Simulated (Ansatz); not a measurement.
The system is TiCo3.

```
Co Ti
1.0
     3.57100    0.00000    0.00000
     0.00000    3.57100    0.00000
     0.00000    0.00000    3.57100
Co Ti
3 1
Direct
  0.50000 0.50000 0.00000
  0.50000 0.00000 0.50000
  0.00000 0.50000 0.50000
  0.00000 0.00000 0.00000
```

Base run:

* Program: Ansatz 0.2.0
* Functional: PBEsol
* Potentials or basis: all-electron LAPW, inner shells corrected to Dirac's equation
* Cutoff: 276 eV
* Density cutoff: 1103 eV
* Basis error allowed: 0.002 eV/atom
* k mesh: 8 × 8 × 8
* Occupations: fermi-dirac, width 0.05 eV
* Spin: collinear spin, ferromagnetic start
* Starting moments: [2.0, 2.0, 2.0, 1.0] μB

Its results: pressure -3.9 GPa; net moment 2.51 μB per cell; site moments Co +1.00; Ti -0.37 μB.

Q: The run is repeated on the same cell with these changes: potentials or basis from all-electron LAPW, inner shells corrected to Dirac's equation to all-electron LAPW, non-relativistic. What comes out?

A: Pressure -0.9 GPa; net moment 2.50 μB per cell; site moments Co +1.00; Ti -0.37 μB.

Not every run made on this cell is shown here.
